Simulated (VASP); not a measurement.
# CdTe: relaxation of the cell, by functional

CdTe, F-43m (no. 216), 2 atoms in the cell.

| Functional | Volume (A^3) | Pressure left (GPa) | Ionic steps | SCF steps in all | Time (s) |
|---|---|---|---|---|---|
| Q2D | 65.975 | -0.03 | 2 | 20 | 25 |
| PW86-PBE | 75.671 | 0.04 | 3 | 36 | 39 |
| mPWPW | 72.627 | 0.02 | 3 | 36 | 42 |

## Input of the first row

INCAR:
```
SYSTEM = CdTe
ALGO = Normal
EDIFF = 1E-7
EDIFFG = -0.01
ENCUT = 600
GGA = LIBXC
GGA_COMPAT = .FALSE.
IBRION = 2
ISIF = 3
ISMEAR = 0
LASPH = .TRUE.
LCHARG = .FALSE.
LIBXC1 = GGA_X_Q2D
LIBXC2 = GGA_C_Q2D
LREAL = .FALSE.
LWAVE = .FALSE.
NELM = 100
NSW = 40
PREC = Accurate
SIGMA = 0.02
```

KPOINTS:
```
k-points
0
Gamma
  6 6 6
```

POSCAR:
```
CdTe
1.0
    0.0000000000      3.2050000000      3.2050000000
    3.2050000000      0.0000000000      3.2050000000
    3.2050000000      3.2050000000      0.0000000000
Te Cd
1 1
Direct
    0.7500000000      0.7500000000      0.7500000000
    0.0000000000      0.0000000000      0.0000000000
```

Commands:
```
cat potpaw_PBE.64/Te/POTCAR potpaw_PBE.64/Cd/POTCAR > POTCAR
mpirun -np 1 vasp_std > vasp.out
```

Changes of the last row against the first:
```
- LIBXC1 = GGA_X_Q2D
- LIBXC2 = GGA_C_Q2D
+ LIBXC1 = GGA_X_MPW91
+ LIBXC2 = GGA_C_PW91
```

VASP 6.6.1 took 25 s on 1 core (AMD EPYC 9R45 (Zen 5)), a shared host.
